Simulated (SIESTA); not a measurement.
Crystal: Pb.

```xyz
1
Lattice="0.0000 2.4750 2.4750 2.4750 0.0000 2.4750 2.4750 2.4750 0.0000" Properties=species:S:1:pos:R:3 pbc="T T T"
Pb    0.0000    0.0000    0.0000
```

| Property | Result |
| --- | --- |
| Program | SIESTA 5.4.2 |
| Task | relaxation of cell and atoms |
| Functional | RPBE |
| Potentials or basis | PseudoDojo 0.4 standard (PBE files) |
| Basis | DZP (energy shift 0.003 Ry; two zetas on semicore shells) |
| Grid cutoff | 500 Ry |
| Energy shift | 0.003 Ry |
| k mesh | 9 × 9 × 9 |
| Occupations | fermi-dirac, width 0.05 eV |
| Spin | no spin polarisation |

At the start: pressure 4.3 GPa; volume 30.32 Å³/atom.

Task: Where does the relaxation end?

Result: Over 4 steps the energy falls by 38.9 meV/atom and the volume is 33.56 Å³/atom (+10.7 %); space group Fm-3m (No. 225, to 0.05 Å).

The path:
| step | energy change (eV) | largest force (eV/Å) | pressure (GPa) | volume (Å³) |
| --- | --- | --- | --- | --- |
| 1 | 0.0000 | 0.0000 | 4.30 | 30.32 |
| 2 | -0.0224 | 0.0000 | 2.59 | 31.40 |
| 3 | -0.0385 | 0.0000 | 0.33 | 33.26 |
| 4 | -0.0389 | 0.0000 | 0.05 | 33.56 |

Final structure:
```
Pb
1.0
     0.00035    2.56035    2.56035
     2.56035    0.00035    2.56035
     2.56035    2.56035    0.00035
Pb
1
Direct
  0.00000 0.00000 0.00000
```

Caveat: the potentials were made for another functional, which shifts forces and pressure; the volume moved by +11 % from the deposited cell, more than functionals usually miss; the basis of atomic orbitals isn't converged, which shifts pressures, moduli and gaps.
